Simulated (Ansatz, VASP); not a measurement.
# Two plane-wave programs on GaAs

```
Ga As
1.0
     0.00000    2.66452    2.66452
     2.66452    0.00000    2.66452
     2.66452    2.66452    0.00000
Ga As
1 1
Direct
  0.00000 0.00000 0.00000
  0.50000 0.50000 0.50000
```

Alike in both runs: task single point; functional r2SCAN; k mesh 6 × 6 × 6; occupations fermi-dirac, width 0.02 eV; no spin polarisation.

```csv
,VASP,Ansatz
version,VASP 6.6.1,Ansatz 0.2.0
potentials or method,"VASP PAW PBE potentials, release 64 (Ga_d, As)",plane waves
plane-wave cutoff (eV),520,500
valence electrons in the cell,18,28
```

```csv
,VASP,Ansatz,Ansatz less VASP
pressure (GPa),-0.2,-0.2,-0.04
```

The two sets of potentials don't hold the same shells in valence.

Caveats: the PAW data sets were made with another functional, which shifts forces and pressure a little (VASP).
